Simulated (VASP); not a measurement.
Set up this calculation in VASP 6.6.1, as the native input.

| Property | Result |
| --- | --- |
| Task | relaxation of cell and atoms |
| Functional | PBEsol |
| Dispersion | rVV10 |
| Potentials or basis | VASP PAW PBE potentials, release 64 (Zn, S) |
| Cutoff | 600 eV |
| k mesh | 8 × 8 × 5 |
| Occupations | fermi-dirac, width 0.05 eV |
| Spin | no spin polarisation |
| Further INCAR settings | ALGO = Normal; EDIFF = 1e-07; IBRION = 2; EDIFFG = -0.02; NSW = 40; ISIF = 3 |

The structure of ZnS (Wurtzite-2H) lies in POSCAR:

```
ZnS
1.0
    3.8110000000      0.0000000000      0.0000000000
   -1.9055000000      3.3004228138      0.0000000000
    0.0000000000      0.0000000000      6.2340000000
Zn S
2 2
Direct
    0.6666666667      0.3333333333      0.5000000000
    0.3333333333      0.6666666667      0.0000000000
    0.6666666667      0.3333333333      0.8850000000
    0.3333333333      0.6666666667      0.3850000000
```

These files were run (other wordings do the same):

INCAR

```
ALGO = Normal
BPARAM = 20.0
CPARAM = 0.0093
EDIFF = 1E-7
EDIFFG = -0.02
ENCUT = 600
GGA = PS
IBRION = 2
ISIF = 3
ISMEAR = -1
IVDW_NL = 2
LASPH = True
LCHARG = False
LREAL = False
LUSE_VDW = True
LWAVE = False
NELM = 60
NSW = 40
PREC = Accurate
SIGMA = 0.05
```

KPOINTS

```
k-points
0
Gamma
  8 8 5
```

Potentials or basis: VASP PAW PBE potentials, release 64 (Zn, S).

Run with:

```bash
$ cat potpaw_PBE.64/Zn/POTCAR potpaw_PBE.64/S/POTCAR > POTCAR
$ mpirun -np 1 vasp_std > vasp.out
```

Results of the run:

The relaxed volume is 19.19 Å³/atom, the relaxed cell is a = 3.780 Å, b = 3.780 Å, c = 6.206 Å, α = 90.00°, β = 90.00°, γ = 120.00° and the space group after relaxing (to 0.05 Å) is P6_3mc (No. 186). The energy gained by relaxing is 7.5 meV/atom, the ionic steps are 7 and the pressure after relaxing is -0.1 GPa. The largest force after relaxing is 0.012 eV/Å. The band gap on the k mesh is 2.15 eV, direct.

Caveat: the PAW data sets were made with another functional, which shifts forces and pressure a little.

Wall time 8.2 min on 1 thread of Intel(R) Xeon(R) 6975P-C (Granite Rapids), on a shared host, peak memory 0.4 GiB.
